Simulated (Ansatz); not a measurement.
## Ti in Ansatz: the effect of functional

Ti:

```
Ti
1.0
     4.62748    0.00000    0.00000
    -2.31374    4.00751    0.00000
     0.00000    0.00000    2.86344
Ti
3
Direct
  0.66667 0.33333 0.50000
  0.33333 0.66667 0.50000
  0.00000 0.00000 0.00000
```

This isn't the form of Ti at room conditions, which is hcp.

The cell isn't the ideal one: volume scaled by 1.04.

Alike in all runs:

| Property | Result |
| --- | --- |
| Program | Ansatz 0.2.0 |
| Task | single point |
| Potentials or basis | Ansatz PAW |
| k mesh | 7 × 7 × 9 |
| Occupations | fermi-dirac, width 0.05 eV |
| Spin | no spin polarisation |

| functional | cutoff | pressure (GPa) |
| --- | --- | --- |
| LDA | 420 eV (not typed: the program's choice for these potentials) | ? |
| PBEsol | 420 eV (not typed: the program's choice for these potentials) | -7.6 |
| r2SCAN | 500 eV (not typed: the program's choice for these potentials) | -4.4 |

**Question.** What does the run with functional LDA give?

**Answer.** Pressure -11.6 GPa.

Caveats: the PAW data sets come from PBE, with cores solved anew for the run's functional, which leaves a small shift of forces and pressure.
